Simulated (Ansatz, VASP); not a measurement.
Two plane-wave programs on LiCl

INCAR

```
SYSTEM = LiCl
PREC = Accurate
ENCUT = 520
EDIFF = 1E-6
ISMEAR = 0
SIGMA = 0.1
LREAL = .False.
LASPH = .True.
NELM = 60
ALGO = Normal
ISIF = 2
LWAVE = .False.
LCHARG = .True.
LELF = .True.
LVHAR = .True.
NBANDS = 18
```

KPOINTS

```
Automatic mesh
0
Gamma
  6 6 4
  0 0 0
```

POSCAR

```
LiCl
1.0
    3.9248822083      0.0000000000      0.0000000000
   -1.9624411042      3.3990476993      0.0000000000
    0.0000000000      0.0000000000      6.3571610000
Li Cl
2 2
Direct
    0.6666666700      0.3333333300      0.8760170000
    0.3333333300      0.6666666700      0.3760170000
    0.6666666700      0.3333333300      0.4989840000
    0.3333333300      0.6666666700      0.9989840000
```

Input for Ansatz:

```yaml
crystal:
  lattice:
    - [3.9248822083, 0.0, 0.0]
    - [-1.9624411042, 3.3990476993, 0.0]
    - [0.0, 0.0, 6.357161]
  atoms:
    - { symbol: Li, position: [0.66666667, 0.33333333, 0.876017] }
    - { symbol: Li, position: [0.33333333, 0.66666667, 0.376017] }
    - { symbol: Cl, position: [0.66666667, 0.33333333, 0.498984] }
    - { symbol: Cl, position: [0.33333333, 0.66666667, 0.998984] }
basis:
  ecutwfc: 420
kpoints:
  mp_grid: { grid: [6, 6, 4] }
hamiltonian:
  xc: lda
scf:
  occupations: { method: gaussian, width: 0.1 }
output:
  forces: true
  stress: true
  eigenvalues: true
```

Measurements of this composition are mostly on another form, of space group No. 225.

Alike in both runs: task single point; functional LDA; k mesh 6 × 6 × 4; occupations gaussian, width 0.1 eV; no spin polarisation.

|  | VASP | Ansatz |
| --- | --- | --- |
| version | VASP 6.6.1 | Ansatz 0.2.0 |
| potentials or method | VASP PAW LDA potentials, release 64 (Li_sv, Cl) | scalar-relativistic, plane waves, PAW |
| plane-wave cutoff (eV) | 520 | 420 |
| valence electrons in the cell | 20 | 20 |

|  | VASP | Ansatz | Ansatz less VASP |
| --- | --- | --- | --- |
| gap on the k mesh at the Fermi level (eV) | 5.53 | 5.52 | -0.011 |
| least direct gap on the mesh (eV) | 5.53 | 5.52 | -0.011 |
| rms of the force components (eV/Å) | 0.009 | 0.009 | -0.0002 |

Atom by atom the forces differ by 0.000 eV/Å (rms over components).

 A hybrid or GW would open this gap; LDA tends to underestimate it. A k mesh can miss the band edges.
